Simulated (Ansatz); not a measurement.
**Au, one cell by several methods**

```xyz
2
Lattice="2.9000 0.0000 0.0000 -1.4500 2.5115 0.0000 0.0000 0.0000 4.8800" Properties=species:S:1:pos:R:3 pbc="T T T"
Au    0.0000    1.6743    3.6600
Au    1.4500    0.8372    1.2200
```

Atom numbers follow the list: Au1, Au2.

The cell is COD entry 1545302, as deposited and not checked against the literature; nothing was relaxed.

Spin–orbit coupling is left out, though it moves levels of the heavy atoms by tenths of an eV or more.

Methods: DFT, LDA, PAW with Ansatz's default frozen-core files, scalar-relativistic (Ansatz 0.2.0); DFT, LDA, all-electron LAPW, scalar-relativistic (Ansatz 0.2.0).

For PAW: a Γ-centred 14×14×8 k mesh, Fermi–Dirac smearing of 0.03 eV, cutoff 420 eV, no spin polarisation; the PAW files were made with PBE, and the program remakes their frozen cores for this functional. LAPW targets a basis error of 0.5 meV/atom. The Ansatz runs share mesh, smearing and spin set-up. Plane-wave (PAW) pressures include the program's estimate of the Pulay term.

Stress and pressure are positive in compression.

Levels count from the Fermi level.

PAW results:

```json
{"quantity": "pressure (GPa)", "PAW": "-10.70"}
{"quantity": "stress xx (GPa)", "PAW": "-10.74"}
{"quantity": "stress zz (GPa)", "PAW": "-10.62"}
{"quantity": "highest filled level at Γ (eV)", "PAW": "-0.999"}
{"quantity": "lowest empty level at Γ (eV)", "PAW": "2.430"}
{"quantity": "highest filled level at A (eV)", "PAW": "-2.527"}
{"quantity": "lowest empty level at A (eV)", "PAW": "10.289"}
{"quantity": "highest filled level at K (eV)", "PAW": "-2.277"}
{"quantity": "lowest empty level at K (eV)", "PAW": "2.213"}
```

(1) What does full-potential LAPW give for the same quantities?

## Answers

(1) 
```
                      quantity    LAPW
                pressure (GPa)  -10.70
               stress xx (GPa)  -10.74
               stress zz (GPa)  -10.61
highest filled level at Γ (eV)  -1.000
  lowest empty level at Γ (eV)   2.429
highest filled level at A (eV)  -2.527
  lowest empty level at A (eV)  10.288
highest filled level at K (eV)  -2.277
  lowest empty level at K (eV)   2.211
```
